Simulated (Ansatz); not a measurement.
# WC (Qusongite) (P-6m2) in Ansatz: further runs, part 2 of 2

Ansatz 0.2.0. The steps go on from the part before.

### Step 4. Relaxation of cell and atoms, PBE+U

File input.yaml:

```yaml
crystal:
  lattice:
    - [2.9065, 0.0, 0.0]
    - [-1.45325, 2.5171028361, 0.0]
    - [0.0, 0.0, 2.8366]
  atoms:
    - { symbol: W, position: [0.0, 0.0, 0.0] }
    - { symbol: C, position: [0.6666666667, 0.3333333333, 0.5] }
hamiltonian:
  xc: pbe
  pseudopotentials: { kind: paw }
  hubbard: { sites: [{ species: W, l: d, u_eff: 4.0 }] }
kpoints:
  mp_grid: { grid: [10, 10, 9] }
scf:
  occupations: { method: fermi_dirac, width: 0.05 }
output:
  forces: true
  stress: true
  eigenvalues: true
  write_density: true
  write_potential: true
  elf: true
  volumetric_format: npy
relax:
  f_tol: 0.01
  max_steps: 40
  cell: { stress_tol: 0.05 }
```

Potentials or basis: Ansatz PAW.

Started as:

```bash
$ ansatz run input.yaml --threads 2 --pin off --max-ram 5632MiB --backend cpu --events-out ev --progress --plain --runs-dir out
```

The log of the run:

```text
Warning: RAYON_NUM_THREADS=2 ignored (pool sized by the plan → 2); use --threads N
W: projections on atomic orbitals take those of the free atom [Kr 4d10 4f14] 5s2 5p6 5d4 6s2, of charge +0.00 (hamiltonian.pseudopotentials.projection_atoms); the dataset's partial waves leave at most 6.5e-5 of an orbital's norm unspanned inside its sphere
C: projections on atomic orbitals take those of the free atom [He] 2s2 2p2, of charge +0.00 (hamiltonian.pseudopotentials.projection_atoms); the dataset's partial waves leave at most 3.7e-9 of an orbital's norm unspanned inside its sphere
Engine: ansatz 0.2.0, aarch64-unknown-linux-gnu
Pseudopotentials: kind: paw
Pseudopotential: W, paw, valence charge 14, recommended cutoff 420 eV (normal), W.paw.azcp
Pseudopotential: C, paw, valence charge 4, recommended cutoff 420 eV (normal), C.paw.azcp
Functional definition: PBE
  parameter kappa = 0.804
  parameter beta = 0.06672455060314922
  exchange = pbe_x(kappa = kappa, mu = beta*pi^2/3)
  correlation = pbe_c(beta = beta)
Crystal: 2 atoms, lattice volume = 20.752 Å³
Basis set: ecut = 420 eV, 405 PW (Γ), exchange–correlation on 40×40×40 points (8 copies of the dense FFT grid, shifted against one another)
Bands: 13, of which v1, the nominal top of the filled ones, is band 9 counted from 1 (8 counted from 0)
Symmetry: 12 space group operations
Space group: P-6m2 (ITA 187), of the structure as read, at distance tolerance 2.7e-5 Å
k-points: 70 of 900 (time reversal used)
Non-local potential: W, projectors of the file, l = 0: 3, l = 1: 2, l = 2: 2, l = 3: 1
Non-local potential: C, projectors of the file, l = 0: 2, l = 1: 2, l = 2: 1
PAW form: soft (Blöchl's): semilocal exchange-correlation on the pseudo side does not see the compensation charge
PAW one-centre angular grid: W, 590 points (default); XC on 64 Gauss nodes
PAW one-centre angular grid: C, 110 points (default); XC on 64 Gauss nodes
Initial density: superposition of atomic densities (chi_scale 0.1, normalization cell, long waves kept (reshape's long-wave potential 0.00 eV rms))
Initial wavefunctions: pseudopotential atomic-orbital guess
Functional: x = pbe(κ = 0.804, μ = 0.2195149727645171), c = pbe(β = 0.06672455060314922)
SCF iter   1: F=—  HF=-10632.520634 eV  |F-HF|=—  |Δ(HF+E_count)|=         —  Δρ=1.49e-1  dr2=6.20e0  ethr=3.10e-3  ⟨swp⟩=5.7  Hψ=4522  notcnv=0
preconditioner: auto → none  [insulator: Δε(μ)=0.313 eV  Ē_g=10.946 eV  σ=0.050 eV  W_gap=0.62  n_scr=8 (ndim 8)  ℏωp=25.8 eV  f_vac=0.000  D(μ)=0.19/eV (n_scr^D=0)  ε∞_Penn≈6.5]
[... 51 lines left out ...]
SCF 5 converged in 5 iterations: F = -10631.119495 eV  dr2 = 7.92e-12
relax step   5: F+E_penalty+E_count = -10631.11949512 eV  Δ(F+E_penalty+E_count) = -6.593e-4 eV  max|allowed force component| = 6.476e-17 eV/Å  Δτ_max = 0.0000 Å  P = +0.028 GPa  Ω = 21.084 Å³  stress off target by 3.44e-2 GPa  SCF on the basis re-selected at this cell (its energy is not comparable with the rows above)  (5 SCF iters)
basis re-selected at this cell: Δ(F+E_penalty+E_count) = -6.593e-4 eV, ΔP = +0.033 GPa vs the last step (what re-selecting the basis moved, of the pressure what is left beyond the Pulay correction that the steps carried, after the strain that the cell walked since its last selection, with what the two solves' SCF thresholds leave and, on support functions, any second-order correction that the steps lacked; it is no measure of the basis error at this ecutwfc). This SCF's stress stands 3.44e-2 GPa from its target on what of the cell is left free (relax.cell.stress_tol is 5.00e-2 GPa) and its largest allowed force component is 6.48e-17 eV/Å (relax.f_tol is 1.00e-2 eV/Å): within both
SCF converged after 5 iterations
Free energy (F): -10631.119495 eV
Harris-Foulkes:  -10631.119495 eV  (|F-HF|=1.27e-11)
Internal energy: -10631.117656 eV  (E = F + TS)
E sigma→0 (E₀):  -10631.118576 eV
Entropy (-TS):   -0.001839 eV (-0.919 meV/atom)
Fermi energy:    20.288002 eV
--- Per-component energies (eV) ---
  E_band       = -64.654361
  E_kinetic    = 540.592619
  E_local      = -675.875001  (includes V_loc(G=0)·N_el)
  E_nonlocal   = 25.261089
  E_hartree    = 237.813034
  E_xc         = -316.175254
  E_vxc        = -299.941090  (∫ρ·V_xc dr)
  E_hubbard    = 4.934041  (on-site DFT+U / exact-exchange correction)
  E_vhub       = 0.523854  (the Hubbard potential's part of the band-sum identity)
  E_paw        = -8660.976952  (= ΣΔE_a)
  E_vpaw       = -130.841857  (= ΣTr[D̂ρ^β])
  E_aug_tail   = -0.000056  (compensation charges beyond the density's cutoff)
  E_ewald      = -1786.691176
  E_smearing   = -0.001839  (= −TS)
  E_closure    = 0.000000  (closes the sum)
  Σ components = -10631.119495   (vs F -10631.119495, Δ=0.00e0)
--- Forces (eV/Å), atoms counted from 1 ---
  atom   1  W     -0.00000000     0.00000000     0.00000000
  atom   2  C      0.00000000     0.00000000    -0.00000000
  max |Σ_I F_I| component: 3.15e-16 eV/Å
--- Stress (GPa, compression-positive) ---
        0.034353      -0.000000       0.000000
       -0.000000       0.034353       0.000000
        0.000000       0.000000       0.016143
  P = ⅓ Tr σ = 0.0283 GPa (0.283 kbar)
--- Band table (eV; the first three rows and the last of 70) ---
  k-point 0: bands = ["-53.8269", "-17.8342", "-17.7397", "-17.7397", "5.9198", "15.8482", "16.9433", "16.9433", "20.3883", "23.6839", "23.6839", "25.7929", "25.7929"]
  k-point 1: bands = ["-53.8224", "-17.9220", "-17.7321", "-17.7321", "6.2144", "15.6995", "17.0805", "17.0805", "20.3466", "22.7400", "22.7400", "26.3066", "26.3066"]
  k-point 2: bands = ["-53.8112", "-18.1390", "-17.7129", "-17.7129", "7.0373", "14.9344", "17.4609", "17.4609", "20.8434", "21.3387", "21.3387", "26.3440", "26.3440"]
  k-point 69: bands = ["-53.7311", "-18.3542", "-18.2420", "-18.0986", "9.5349", "13.5337", "14.8831", "18.3660", "19.4906", "24.4163", "26.5041", "27.1719", "29.5326"]
Occupation matrices written to <dir>
--- Relaxed structure (4 steps of the walk, 3 accepted, 1 SCFs on fresh bases) ---
  F+E_penalty+E_count = -10631.11949512 eV   max|allowed force component| = 6.476e-17 eV/Å   (the final SCF, on the basis selected at the relaxed cell)
  cell:  # Å, volume = 21.0838 Å³
    - [2.9254691840656513, 2.106002490769939e-18, 5.431958170183042e-34]
    - [-1.4627345920328256, 2.5335306313893877, 1.4002079616223098e-34]
    - [5.301322052482229e-34, 4.63865679592195e-34, 2.8446330995926314]
  atoms:
    - { symbol: W, position: [-3.700743415524894e-17, 2.550458562606147e-35, -1.1869459682199748e-66] }
    - { symbol: C, position: [0.6666666666666666, 0.3333333333333333, 0.5] }
```

It took 9.8 s on 2 threads of Arm Neoverse V1, shared host; peak memory 0.31 GiB.

What came out:

```yaml
Free_energy: -10631.1195 eV
Relaxed_volume: 10.54 Å³/atom
Relaxed_cell: a = 2.925 Å, b = 2.925 Å, c = 2.845 Å, α = 90.00°, β = 90.00°, γ = 120.00°
Space_group_after_relaxing_to_0.05_Å: P-6m2 (No. 187)
Energy_gained_by_relaxing: 3.3 meV/atom
Ionic_steps: 4
Pressure_after_relaxing: 0.0 GPa
Band_gap_on_the_k_mesh: none (metal or under the smearing width)
```

The path:
```csv
step,energy change (eV),largest force (eV/Å),volume (Å³)
1,0.0000,0.0000,20.75
2,-0.0059,0.0000,21.09
3,-0.0059,0.0000,21.08
4,-0.0066,0.0000,21.08
```

Final structure:
```
W C
1.0
     2.92547    0.00000    0.00000
    -1.46273    2.53353    0.00000
     0.00000    0.00000    2.84463
W C
1 1
Cartesian
  0.0000 0.0000 0.0000
  1.4627 0.8445 1.4223
```

Eigenvalues of the final occupation matrices:
```tsv
site	spin	trace	eigenvalues
site 1	1	2.34	0.41 0.41 0.49 0.49 0.53
```

Caveat: the plane-wave basis is chosen anew once the cell has moved, so the energies of steps on either side of that aren't comparable; the pressure holds a Pulay correction of +0.3 GPa for the finite cutoff; U without spin polarisation on a metal has little footing; the U is typed as a test and isn't derived for this compound. Zero-point motion and thermal expansion aren't in these numbers.

### Step 5. Relaxation of cell and atoms, PBE+U

input.yaml, as its differences from that of step 4:

```diff
@@ -11,3 +11,3 @@
   pseudopotentials: { kind: paw }
-  hubbard: { sites: [{ species: W, l: d, u_eff: 4.0 }] }
+  hubbard: { sites: [{ species: W, l: d, u_eff: 5.0 }] }
 kpoints:
```

Potentials or basis: Ansatz PAW.

Started as:

```bash
$ ansatz run input.yaml --threads 2 --pin off --max-ram 5632MiB --backend cpu --events-out ev --progress --plain --runs-dir out
```

The log of the run:

```text
Warning: RAYON_NUM_THREADS=2 ignored (pool sized by the plan → 2); use --threads N
W: projections on atomic orbitals take those of the free atom [Kr 4d10 4f14] 5s2 5p6 5d4 6s2, of charge +0.00 (hamiltonian.pseudopotentials.projection_atoms); the dataset's partial waves leave at most 6.5e-5 of an orbital's norm unspanned inside its sphere
C: projections on atomic orbitals take those of the free atom [He] 2s2 2p2, of charge +0.00 (hamiltonian.pseudopotentials.projection_atoms); the dataset's partial waves leave at most 3.7e-9 of an orbital's norm unspanned inside its sphere
[... 9 set-up lines as earlier in the session ...]
Crystal: 2 atoms, lattice volume = 20.752 Å³
Basis set: ecut = 420 eV, 405 PW (Γ), exchange–correlation on 40×40×40 points (8 copies of the dense FFT grid, shifted against one another)
Bands: 13, of which v1, the nominal top of the filled ones, is band 9 counted from 1 (8 counted from 0)
[... 2 set-up lines as earlier in the session ...]
k-points: 70 of 900 (time reversal used)
[... 8 set-up lines as earlier in the session ...]
SCF iter   1: F=—  HF=-10631.323848 eV  |F-HF|=—  |Δ(HF+E_count)|=         —  Δρ=1.52e-1  dr2=6.43e0  ethr=3.10e-3  ⟨swp⟩=5.7  Hψ=4522  notcnv=0
preconditioner: auto → none  [insulator: Δε(μ)=0.310 eV  Ē_g=10.978 eV  σ=0.050 eV  W_gap=0.63  n_scr=8 (ndim 8)  ℏωp=25.8 eV  f_vac=0.000  D(μ)=0.19/eV (n_scr^D=0)  ε∞_Penn≈6.5]
SCF iter   2: F=—  HF=-10630.514585 eV  |F-HF|=—  |Δ(HF+E_count)|=   8.09e-1  Δρ=1.11e-1  dr2=3.28e0  ethr=3.10e-3  ⟨swp⟩=3.7  Hψ=2642  notcnv=0
SCF iter   3: F=—  HF=-10629.821853 eV  |F-HF|=—  |Δ(HF+E_count)|=   6.93e-1  Δρ=2.13e-2  dr2=3.63e-2  ethr=3.10e-3  ⟨swp⟩=3.1  Hψ=2103  notcnv=0
SCF iter   4: F=—  HF=-10629.885535 eV  |F-HF|=—  |Δ(HF+E_count)|=   6.37e-2  Δρ=8.51e-3  dr2=1.97e-2  ethr=2.02e-4  ⟨swp⟩=2.5  Hψ=1789  notcnv=0
SCF iter   5: F=—  HF=-10629.880543 eV  |F-HF|=—  |Δ(HF+E_count)|=   4.99e-3  Δρ=3.64e-3  dr2=2.97e-3  ethr=1.10e-4  ⟨swp⟩=2.7  Hψ=1611  notcnv=0
SCF iter   6: F=—  HF=-10629.879765 eV  |F-HF|=—  |Δ(HF+E_count)|=   7.78e-4  Δρ=3.34e-4  dr2=2.37e-5  ethr=1.65e-5  ⟨swp⟩=2.9  Hψ=1471  notcnv=0
SCF iter   7: F=—  HF=-10629.879767 eV  |F-HF|=—  |Δ(HF+E_count)|=   2.00e-6  Δρ=2.15e-4  dr2=1.26e-5  ethr=1.31e-7  ⟨swp⟩=1.3  Hψ=995  notcnv=0
SCF iter   8: F=—  HF=-10629.879764 eV  |F-HF|=—  |Δ(HF+E_count)|=   2.63e-6  Δρ=3.14e-5  dr2=2.81e-7  ethr=7.00e-8  ⟨swp⟩=2.8  Hψ=1416  notcnv=0
SCF iter   9: F=-10629.879764 eV  HF=-10629.879764 eV  |F-HF|=2.69e-10  |Δ(HF+E_count)|=   5.57e-8  Δρ=2.12e-6  dr2=9.33e-10  ethr=5.56e-10  ⟨swp⟩=9.8  Hψ=6318  notcnv=0
SCF 1 converged in 9 iterations: F = -10629.879764 eV  dr2 = 9.33e-10
[... 30 lines left out ...]
SCF iter   2: F=—  HF=-10629.886159 eV  |F-HF|=—  |Δ(HF+E_count)|=   1.18e-7  Δρ=4.09e-5  dr2=4.84e-7  ethr=5.64e-9  ⟨swp⟩=2.0  Hψ=1258  notcnv=0
SCF iter   3: F=-10629.886159 eV  HF=-10629.886159 eV  |F-HF|=7.87e-9  |Δ(HF+E_count)|=   9.88e-8  Δρ=1.12e-5  dr2=1.63e-8  ethr=4.42e-10  ⟨swp⟩=6.9  Hψ=5461  notcnv=0
SCF 4 converged in 3 iterations: F = -10629.886159 eV  dr2 = 1.63e-8
relax step   4: F+E_penalty+E_count = -10629.88615905 eV  Δ(F+E_penalty+E_count) = -1.858e-5 eV  max|allowed force component| = 7.401e-17 eV/Å  Δτ_max = 0.0000 Å  P = -0.004 GPa  Ω = 21.096 Å³  energy of the carried Pulay correction = -6.643e-4 eV  (3 SCF iters, dr2 threshold 7.96e-8 eV, accepted)
[... 1 set-up line as earlier in the session ...]
iter 1 solved again at ethr=7.11e-8 eV; its pass at ethr=3.10e-3 eV (dr2=1.28e-5 eV) is discarded
SCF iter   1: F=—  HF=-10629.886828 eV  |F-HF|=—  |Δ(HF+E_count)|=         —  Δρ=1.39e-4  dr2=3.28e-7  ethr=7.11e-8  ⟨swp⟩=3.2  Hψ=7179  notcnv=0
preconditioner: auto → none  [metal: Δε(μ)=0.050 eV  Ē_g=9.963 eV  σ=0.050 eV  W_gap=0.24  n_scr=8 (ndim 8)  ℏωp=25.6 eV  f_vac=0.000  D(μ)=0.23/eV (n_scr^D=0)]
SCF iter   2: F=—  HF=-10629.886833 eV  |F-HF|=—  |Δ(HF+E_count)|=   4.79e-6  Δρ=6.97e-5  dr2=1.09e-7  ethr=1.82e-9  ⟨swp⟩=2.0  Hψ=1250  notcnv=0
SCF iter   3: F=—  HF=-10629.886834 eV  |F-HF|=—  |Δ(HF+E_count)|=   1.27e-6  Δρ=3.22e-5  dr2=4.74e-8  ethr=6.04e-10  ⟨swp⟩=2.0  Hψ=1236  notcnv=0
SCF iter   4: F=—  HF=-10629.886835 eV  |F-HF|=—  |Δ(HF+E_count)|=   2.97e-7  Δρ=2.72e-6  dr2=3.29e-10  ethr=2.64e-10  ⟨swp⟩=2.1  Hψ=1234  notcnv=0
SCF iter   5: F=-10629.886835 eV  HF=-10629.886835 eV  |F-HF|=3.09e-11  |Δ(HF+E_count)|=   1.51e-9  Δρ=3.73e-7  dr2=9.07e-12  ethr=1.00e-12  ⟨swp⟩=4.7  Hψ=4395  notcnv=0
SCF 5 converged in 5 iterations: F = -10629.886835 eV  dr2 = 9.07e-12
relax step   5: F+E_penalty+E_count = -10629.88683452 eV  Δ(F+E_penalty+E_count) = -6.755e-4 eV  max|allowed force component| = 8.327e-17 eV/Å  Δτ_max = 0.0000 Å  P = +0.030 GPa  Ω = 21.096 Å³  stress off target by 3.58e-2 GPa  SCF on the basis re-selected at this cell (its energy is not comparable with the rows above)  (5 SCF iters)
basis re-selected at this cell: Δ(F+E_penalty+E_count) = -6.755e-4 eV, ΔP = +0.034 GPa vs the last step (what re-selecting the basis moved, of the pressure what is left beyond the Pulay correction that the steps carried, after the strain that the cell walked since its last selection, with what the two solves' SCF thresholds leave and, on support functions, any second-order correction that the steps lacked; it is no measure of the basis error at this ecutwfc). This SCF's stress stands 3.58e-2 GPa from its target on what of the cell is left free (relax.cell.stress_tol is 5.00e-2 GPa) and its largest allowed force component is 8.33e-17 eV/Å (relax.f_tol is 1.00e-2 eV/Å): within both
SCF converged after 5 iterations
Free energy (F): -10629.886835 eV
Harris-Foulkes:  -10629.886835 eV  (|F-HF|=3.09e-11)
Internal energy: -10629.885058 eV  (E = F + TS)
E sigma→0 (E₀):  -10629.885946 eV
Entropy (-TS):   -0.001776 eV (-0.888 meV/atom)
Fermi energy:    20.298725 eV
--- Per-component energies (eV) ---
  E_band       = -64.854578
  E_kinetic    = 540.546934
  E_local      = -676.173651  (includes V_loc(G=0)·N_el)
  E_nonlocal   = 25.235096
  E_hartree    = 237.814998
  E_xc         = -316.169473
  E_vxc        = -299.932179  (∫ρ·V_xc dr)
  E_hubbard    = 6.158718  (on-site DFT+U / exact-exchange correction)
  E_vhub       = 0.655450  (the Hubbard potential's part of the band-sum identity)
  E_paw        = -8660.956176  (= ΣΔE_a)
  E_vpaw       = -130.816187  (= ΣTr[D̂ρ^β])
  E_aug_tail   = -0.000056  (compensation charges beyond the density's cutoff)
  E_ewald      = -1786.341449
  E_smearing   = -0.001776  (= −TS)
  E_closure    = 0.000000  (closes the sum)
  Σ components = -10629.886835   (vs F -10629.886835, Δ=0.00e0)
--- Forces (eV/Å), atoms counted from 1 ---
  atom   1  W      0.00000000     0.00000000     0.00000000
  atom   2  C      0.00000000     0.00000000    -0.00000000
  max |Σ_I F_I| component: 2.78e-16 eV/Å
--- Stress (GPa, compression-positive) ---
        0.035849      -0.000000       0.000000
       -0.000000       0.035849      -0.000000
        0.000000      -0.000000       0.017627
  P = ⅓ Tr σ = 0.0298 GPa (0.298 kbar)
--- Band table (eV; the first three rows and the last of 70) ---
  k-point 0: bands = ["-53.8633", "-17.8676", "-17.7743", "-17.7743", "5.9208", "15.7809", "16.9361", "16.9361", "20.3976", "23.7642", "23.7642", "25.7897", "25.7897"]
  k-point 1: bands = ["-53.8588", "-17.9554", "-17.7667", "-17.7667", "6.2154", "15.6415", "17.0743", "17.0743", "20.3449", "22.8025", "22.8025", "26.3206", "26.3206"]
  k-point 2: bands = ["-53.8478", "-18.1723", "-17.7474", "-17.7474", "7.0385", "14.8984", "17.4587", "17.4587", "20.8172", "21.3887", "21.3887", "26.3666", "26.3666"]
  k-point 69: bands = ["-53.7678", "-18.3880", "-18.2740", "-18.1312", "9.5846", "13.5885", "14.8834", "18.3658", "19.4755", "24.3420", "26.5334", "27.1577", "29.5114"]
Occupation matrices written to <dir>
--- Relaxed structure (4 steps of the walk, 3 accepted, 1 SCFs on fresh bases) ---
  F+E_penalty+E_count = -10629.88683452 eV   max|allowed force component| = 8.327e-17 eV/Å   (the final SCF, on the basis selected at the relaxed cell)
  cell:  # Å, volume = 21.0957 Å³
    - [2.926447728885005, 2.214642789677329e-18, 1.0184921569093205e-33]
    - [-1.4632238644425024, 2.5343780760616896, -1.5643004587918897e-34]
    - [9.939978848404179e-34, 3.975991539361672e-34, 2.844335981847247]
  atoms:
    - { symbol: W, position: [-3.700743415524894e-17, 3.82568784390922e-35, -2.3738919364399497e-66] }
    - { symbol: C, position: [0.6666666666666666, 0.3333333333333333, 0.5] }
```

rho_z.tsv:

```text
# z_ang	rho[e/angstrom^3]
# format = ansatz-planar-average/11
# lattice	2.926447729	0.000000000	0.000000000
# lattice	-1.463223864	2.534378076	-0.000000000
# lattice	0.000000000	0.000000000	2.844335982
# sites	2
# site	74	-0.000000000	0.000000000	-0.000000000
# site	6	1.463223864	0.844792692	1.422167991
0.000000	1.434921e0
0.142217	1.402353e0
0.284434	1.286770e0
0.426650	1.080741e0
0.568867	8.407353e-1
0.711084	6.524832e-1
[... 12 lines left out ...]
2.559902	1.286770e0
2.702119	1.402353e0
```

Run time: 9.9 s. Hardware: 2 threads of Arm Neoverse V1, shared host; peak memory 0.31 GiB.

What came out:

```
Free energy                            : -10629.8868 eV
Relaxed volume                         : 10.55 Å³/atom
Relaxed cell                           : a = 2.926 Å, b = 2.926 Å, c = 2.844 Å, α = 90.00°, β = 90.00°, γ = 120.00°
Space group after relaxing (to 0.05 Å) : P-6m2 (No. 187)
Energy gained by relaxing              : 3.5 meV/atom
Ionic steps                            : 4
Pressure after relaxing                : 0.0 GPa
Band gap on the k mesh                 : none (metal or under the smearing width)
```

The path:
```tsv
step	energy change (eV)	largest force (eV/Å)	volume (Å³)
1	0.0000	0.0000	20.75
2	-0.0064	0.0000	21.10
3	-0.0064	0.0000	21.10
4	-0.0071	0.0000	21.10
```

Final structure:
```yaml
crystal:
  lattice:
    - [2.92645, 0.00000, 0.00000]
    - [-1.46322, 2.53438, 0.00000]
    - [0.00000, 0.00000, 2.84434]
  atoms:
    - { symbol: W, position: [0.00000, 0.00000, 0.00000] }
    - { symbol: C, position: [0.66667, 0.33333, 0.50000] }
```

Levels at points of the mesh, in eV from the Fermi level:
```
            k point  band 5  band 6  band 7  band 8  band 9  band 10  band 11  band 12  band 13
 (0.00, 0.00, 0.00)  -14.38   -4.52   -3.36   -3.36    0.10     3.47     3.47     5.49     5.49
(0.00, -0.50, 0.00)  -11.08   -7.06   -3.69   -3.33   -0.52     2.61     4.30     4.56     6.90
```

Eigenvalues of the final occupation matrices:
| site | spin | trace | eigenvalues |
| --- | --- | --- | --- |
| site 1 | 1 | 2.33 | 0.41 0.41 0.49 0.49 0.53 |

Caveat: the plane-wave basis is chosen anew once the cell has moved, so the energies of steps on either side of that aren't comparable; the pressure holds a Pulay correction of +0.3 GPa for the finite cutoff; U without spin polarisation on a metal has little footing; the U is typed as a test and isn't derived for this compound.

### Step 6. Overview

```csv
U,gap on the mesh (eV),pressure (GPa),relaxed volume (Å³/atom)
W d U = 2 eV,none,0.0,10.53
W d U = 3 eV,none,0.0,10.54
W d U = 4 eV,none,0.0,10.54
W d U = 5 eV,none,0.0,10.55
```

Alike in all rows: task relaxation of cell and atoms; level PBE+U; potentials or basis Ansatz PAW; no spin polarisation; cell relaxed; k mesh 10 × 10 × 9; cutoff (eV) 420; smearing fermi-dirac 0.05 eV.

Caveats: the plane-wave basis is chosen anew once the cell has moved, so the energies of steps on either side of that aren't comparable; U without spin polarisation on a metal has little footing; the U is typed as a test and isn't derived for this compound.

Absolute energies hang on the potentials; compare differences alone.
